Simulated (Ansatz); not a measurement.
Crystal: TiSe.

```
Se Ti
1.0
     3.55900    0.00000    0.00000
    -1.77950    3.08218    0.00000
     0.00000    0.00000    6.22000
Se Ti
2 2
Cartesian
  1.7795 1.0274 4.6650
  0.0000 2.0548 1.5550
  0.0000 0.0000 3.1100
  0.0000 0.0000 0.0000
```

* Program: Ansatz 0.2.0
* Task: relaxation of cell and atoms
* Functional: PBEsol
* Potentials or basis: Ansatz PAW
* Cutoff: 420 eV (not typed: the program's choice for these potentials)
* k mesh: 9 × 9 × 5
* Occupations: fermi-dirac, width 0.05 eV
* Spin: no spin polarisation
* Hubbard terms: Ti d U = 4 eV

At the start: volume 17.06 Å³/atom.

Q: Where does the relaxation end?

A: It ends after 8 steps and the volume is 17.14 Å³/atom (+0.5 %); space group P6_3/mmc (No. 194, to 0.05 Å).

The path:
```tsv
step	energy change (eV)	largest force (eV/Å)	volume (Å³)
1	0.0000	0.0000	68.23
2	-0.1836	0.0000	69.86
3	-0.2824	0.0000	68.71
4	-0.2827	0.0000	68.51
5	-0.2827	0.0000	68.51
6	-0.2845	0.0000	68.51
7	-0.2845	0.0000	68.54
8	-0.2845	0.0000	68.54
```

Final structure:
```xyz
4
Lattice="3.4020 0.0000 0.0000 -1.7010 2.9462 0.0000 0.0000 0.0000 6.8384" Properties=species:S:1:pos:R:3 pbc="T T T"
Se    1.7010    0.9821    5.1288
Se    0.0000    1.9642    1.7096
Ti    0.0000    0.0000    3.4192
Ti    0.0000    0.0000    0.0000
```

Caveat: the plane-wave basis is chosen anew once the cell has moved, so the energies of steps on either side of that aren't comparable; U without spin polarisation on a metal has little footing; the PAW data sets come from PBE, with cores solved anew for the run's functional, which leaves a small shift of forces and pressure.
